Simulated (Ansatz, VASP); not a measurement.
NaH in VASP and in Ansatz

The input POSCAR:

```
NaH
1.0
    0.0457500000      2.4400000000      2.4400000000
    2.4400000000      0.0457500000      2.4400000000
    2.4857500000      2.4857500000      0.0000000000
Na H
1 1
Direct
    0.0000000000      0.0000000000      0.0000000000
    0.5000000000      0.5000000000      0.5000000000
```

Contents of INCAR.step1:

```
SYSTEM = NaH
  PREC = Accurate
  ENCUT = 520
  ISMEAR = 0
  SIGMA = 0.05
  LREAL = .False.
  LASPH = .True.
  NELM = 80
  NBANDS = 11
  GGA = PE
  ALGO = Normal
  EDIFF = 1E-4
  LWAVE = .True.
  LCHARG = .False.
```

File INCAR.step2:

```
SYSTEM = NaH
  PREC = Accurate
  ENCUT = 520
  EDIFF = 1E-7
  ISMEAR = 0
  SIGMA = 0.05
  LREAL = .False.
  LASPH = .True.
  NELM = 80
  ALGO = Normal
  ISIF = 2
  LWAVE = .False.
  LCHARG = .True.
  METAGGA = R2SCAN
  LMIXTAU = .True.
  LELF = .True.
  LVHAR = .True.
  NBANDS = 11
  ISTART = 1
```

The input KPOINTS:

```
regular mesh
0
Gamma
  8 8 8
  0 0 0
```

Input for Ansatz:

```yaml
crystal:
  lattice:
    - [0.04575, 2.44, 2.44]
    - [2.44, 0.04575, 2.44]
    - [2.48575, 2.48575, 0.0]
  atoms:
    - { symbol: Na, position: [0.0, 0.0, 0.0] }
    - { symbol: H, position: [0.5, 0.5, 0.5] }
basis:
  ecutwfc: 500
kpoints:
  mp_grid: { grid: [8, 8, 8] }
hamiltonian:
  xc: r2scan
scf:
  occupations: { method: gaussian, width: 0.05 }
output:
  forces: true
  stress: true
  eigenvalues: true
```

Change from the starting cell: strain +0.0375 x Voigt [0, 0, 0, 0, 0, 1], atoms carried along.

Alike in both runs: task single point; functional r2SCAN; k mesh 8 × 8 × 8; occupations gaussian, width 0.05 eV; no spin polarisation.

```csv
,VASP,Ansatz
version,VASP 6.6.1,Ansatz 0.2.0
potentials or method,"VASP PAW PBE potentials, release 64 (Na_pv, H)","scalar-relativistic, plane waves, PAW"
plane-wave cutoff (eV),520,500
valence electrons in the cell,8,10
```

```csv
,VASP,Ansatz,Ansatz less VASP
gap on the k mesh at the Fermi level (eV),4.20,4.19,-0.011
least direct gap on the mesh (eV),5.10,5.11,+0.007
pressure (GPa),-1.4,-1.2,+0.23
largest component of the traceless stress (GPa),0.89,0.87,-0.027
```

The two sets of potentials don't hold the same shells in valence.

Caveats: the PAW data sets were made with another functional, which shifts forces and pressure a little (VASP). A k mesh can miss the band edges.
